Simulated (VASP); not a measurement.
A run of VASP 6.6.1 is set up as follows.

INCAR

```
SYSTEM = TiS2
ALGO = Normal
EDIFF = 1E-7
EDIFFG = -0.005
ENCUT = 600
GGA = PE
IBRION = 2
ISIF = 3
ISMEAR = 1
IVDW = 12
LASPH = .True.
LCHARG = .False.
LREAL = .False.
LWAVE = .False.
NELM = 80
NSW = 90
PREC = Accurate
SIGMA = 0.1
```

File KPOINTS:

```
k-points
0
Gamma
  12 12 7
  0 0 0
```

POSCAR

```
TiS2                                    
1.0
    3.3584555061      0.0000000000     -0.0000000000
   -1.6792277531      2.9085077858     -0.0000000000
    0.0000000000     -0.0000000000      5.5230876405
  Ti              S             
     1     2
Direct
     0.0000000000000000    0.0000000000000000    0.0000000000000000
     0.3333333332999970    0.6666666667000030    0.2587672932822837
     0.6666666667000030    0.3333333332999970    0.7412327067177162
```

Potentials or basis: VASP PAW PBE potentials, release 64 (Ti_sv, S).

Run with:

```console
$ cat potpaw_PBE.64/Ti_sv/POTCAR potpaw_PBE.64/S/POTCAR > POTCAR
$ mpirun -np 1 vasp_std > vasp.out
```

(1) Predict the dispersion energy per atom.

(2) Predict the band gap on the k mesh.

Results:

(1) -0.410 eV.

(2) none (metal or under the smearing width).

Caveat: the relaxation stopped at its first step, so nothing moved.
